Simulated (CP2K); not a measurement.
Here is a CP2K 2026.2 calculation.

File pbse_scf.inp:

```
&GLOBAL
  PROJECT pbse_scf
  RUN_TYPE ENERGY_FORCE
  PRINT_LEVEL LOW
&END GLOBAL
&FORCE_EVAL
  METHOD QS
  STRESS_TENSOR ANALYTICAL
  &DFT
    BASIS_SET_FILE_NAME BASIS_MOLOPT
    POTENTIAL_FILE_NAME GTH_POTENTIALS
    &MGRID
      CUTOFF 450
      REL_CUTOFF 60
      NGRIDS 5
    &END MGRID
    &QS
      METHOD GPW
      EPS_DEFAULT 1.0E-9
    &END QS
    &KPOINTS
      SCHEME MONKHORST-PACK 8 8 8
      GAMMA_CENTERED T
      SYMMETRY T
      SYMMETRY_BACKEND SPGLIB
    &END KPOINTS
    &SCF
      SCF_GUESS ATOMIC
      EPS_SCF 1.0E-6
      MAX_SCF 100
      ADDED_MOS 10
      CHOLESKY OFF
      EPS_EIGVAL 1.0E-7
      &DIAGONALIZATION ON
        ALGORITHM STANDARD
      &END DIAGONALIZATION
      &MIXING ON
        METHOD BROYDEN_MIXING
        ALPHA 0.4
        BETA 1.5
        NBUFFER 8
      &END MIXING
      &SMEAR ON
        METHOD FERMI_DIRAC
        ELECTRONIC_TEMPERATURE [K] 580.226
      &END SMEAR
    &END SCF
    &XC
      &XC_FUNCTIONAL PBE
      &END XC_FUNCTIONAL
    &END XC
    &PRINT
      &KPOINTS ON
      &END KPOINTS
      &MULLIKEN ON
      &END MULLIKEN
      &MO ON
        ENERGIES T
        OCCUPATION_NUMBERS T
        &EACH
          QS_SCF 0
        &END EACH
        ADD_LAST NUMERIC
      &END MO
      &LOWDIN ON
      &END LOWDIN
      &HIRSHFELD ON
        SHAPE_FUNCTION DENSITY
      &END HIRSHFELD
    &END PRINT
  &END DFT
  &SUBSYS
    &CELL
      ABC 4.3284127397 4.3284127396 4.3284127397
      ALPHA_BETA_GAMMA 60.0000000004 60.0000000005 60.0000000003
      PERIODIC XYZ
    &END CELL
    &COORD
      SCALED
      Pb  0.0000000000 0.0000000000 0.0000000000
      Se  0.5000000000 0.5000000000 0.5000000000
    &END COORD
    &KIND Pb
      BASIS_SET DZVP-MOLOPT-SR-GTH-q4
      POTENTIAL GTH-PBE-q4
    &END KIND
    &KIND Se
      BASIS_SET DZVP-MOLOPT-SR-GTH-q6
      POTENTIAL GTH-PBE-q6
    &END KIND
    &PRINT
      &ATOMIC_COORDINATES ON
      &END ATOMIC_COORDINATES
      &CELL ON
      &END CELL
    &END PRINT
  &END SUBSYS
  &PRINT
    &FORCES ON
    &END FORCES
    &STRESS_TENSOR ON
    &END STRESS_TENSOR
  &END PRINT
&END FORCE_EVAL
```

Potentials or basis: GTH_POTENTIALS Pb GTH-PBE-q4, Se GTH-PBE-q6; DZVP-MOLOPT-SR-GTH basis.

Run with:

```console
$ OMP_NUM_THREADS=1 cp2k.psmp -i pbse_scf.inp -o pbse_scf.out
```

Question: Estimate the pressure.

Answer: 2.3 GPa.

Question: Predict the Hirshfeld charges.

Answer: Pb +0.23; Se -0.23 e.

Caveat: spin-orbit coupling is left out, which as a rule narrows the gap of such compounds by several tenths of an eV; the basis of atomic orbitals isn't converged, which shifts pressures, moduli and gaps.

**The experiment to reproduce.**

A printed reference work, monograph reports, for a bulk crystal of PbSe at 300 K: band gap 0.28 eV (direct).

Against the measured gap of PbSe, 0.28 eV (direct; 300 K; a printed reference work, monograph), the calculated 0.32 eV is off by +0.04 eV. 2 values of this kind are on record (0.15 to 0.28 eV); this one was drawn at random. Spin-orbit coupling on Pb, Se is left out. The value is that of PBE in an atomic basis (GTH_POTENTIALS Pb GTH-PBE-q4, Se GTH-PBE-q6; DZVP-MOLOPT-SR-GTH basis), whose error adds to the functional's, on a finite k mesh, which can miss the band edges, without temperature or zero-point motion.
